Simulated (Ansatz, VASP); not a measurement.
**ZnS in VASP and in Ansatz**

Contents of INCAR:

```
PREC = Accurate
ENCUT = 520
EDIFF = 1E-6
ISMEAR = -1
SIGMA = 0.02
LREAL = F
LASPH = T
NELM = 60
ALGO = Normal
ISIF = 2
LWAVE = F
LCHARG = F
GGA = PE
NBANDS = 16
```

The input KPOINTS:

```
Automatic mesh
0
Gamma
  8 8 8
```

POSCAR

```
ZnS
1.0
    0.0000000000      2.7379994334      2.6940858343
    2.7379994334      0.0000000000      2.6940858343
    2.7379994334      2.7379994334      0.0000000000
Zn S
1 1
Direct
    0.0000000000      0.0000000000      0.0000000000
    0.2500000000      0.2500000000      0.2500000000
```

Input for Ansatz:

```yaml
crystal:
  lattice:
    - [0.0, 2.7379994334, 2.6940858343]
    - [2.7379994334, 0.0, 2.6940858343]
    - [2.7379994334, 2.7379994334, 0.0]
  atoms:
    - { symbol: Zn, position: [0.0, 0.0, 0.0] }
    - { symbol: S, position: [0.25, 0.25, 0.25] }
kpoints:
  mp_grid: { grid: [8, 8, 8] }
  band_path:
    path:
      - [0.0, 0.0, 0.0]
      - [-0.5, -0.5, 0.0]
      - [-0.375, -0.375, 0.25]
      - [-0.375, 0.0, 0.375]
      - [0.0, 0.0, 0.5]
      - [-0.5, -0.25, 0.25]
    npoints: 1
hamiltonian:
  xc: pbe
scf:
  occupations: { method: fermi_dirac, width: 0.02 }
  n_extra_bands: 4
output:
  forces: true
  stress: true
  eigenvalues: true
```

Change from the starting cell: biaxial_xy strain +1.6%.

Alike in both runs: task single point; functional PBE; k mesh 8 × 8 × 8; occupations fermi-dirac, width 0.02 eV; no spin polarisation.

|  | VASP | Ansatz |
| --- | --- | --- |
| version | VASP 6.6.1 | Ansatz 0.2.0 |
| potentials or method | VASP PAW PBE potentials, release 64 (Zn, S) | plane waves, PAW |
| plane-wave cutoff (eV) | 520 | 420 |
| valence electrons in the cell | 18 | 18 |

VASP gave:

- gap on the k mesh at the Fermi level (eV): 1.97
- pressure (GPa): 0.0
- largest component of the traceless stress (GPa): 0.43

**Question.** Which values does Ansatz return?

**Answer.** gap on the k mesh at the Fermi level (eV): 1.97; pressure (GPa): -0.1; largest component of the traceless stress (GPa): 0.43.

With one functional, cell and mesh, what is left measures potentials, basis and numerics.
